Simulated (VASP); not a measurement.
Runs of VASP 6.6.1 on Be2C. The structure is cubic, space group Fm-3m (No. 225). The conventional cell has a = 4.267 Å, b = 4.267 Å, c = 4.267 Å, α = 90.00°, β = 90.00°, γ = 90.00°. Be (site symmetry -43m) is surrounded by 4 C at 1.85 Å. Around C (site symmetry m-3m) lie 8 Be at 1.85 Å. 

```tsv
task	cell	k mesh	cutoff (eV)	smearing	gap on the mesh (eV)	pressure (GPa)	relaxed volume (Å³/atom)
single point	Fm-3m, 6.48 Å³/atom	8 × 8 × 8	520	gaussian 0.1 eV	1.20	(a)	-
relaxation of cell and atoms	relaxed	12 × 12 × 12	600	gaussian 0.02 eV	1.20	0.0	6.49
relaxation of cell and atoms	relaxed	8 × 8 × 8	600	gaussian 0.1 eV	1.20	0.0	6.49
single point	Fm-3m, 6.48 Å³/atom	12 × 12 × 12	520	gaussian 0.02 eV	1.20	0.6	-
```

Alike in all rows: level LDA; potentials or basis VASP PAW LDA potentials, release 64 (Be, C); no spin polarisation.

Q: Estimate the missing entries.

A: (a) 0.8.

A k mesh can miss the band edges.
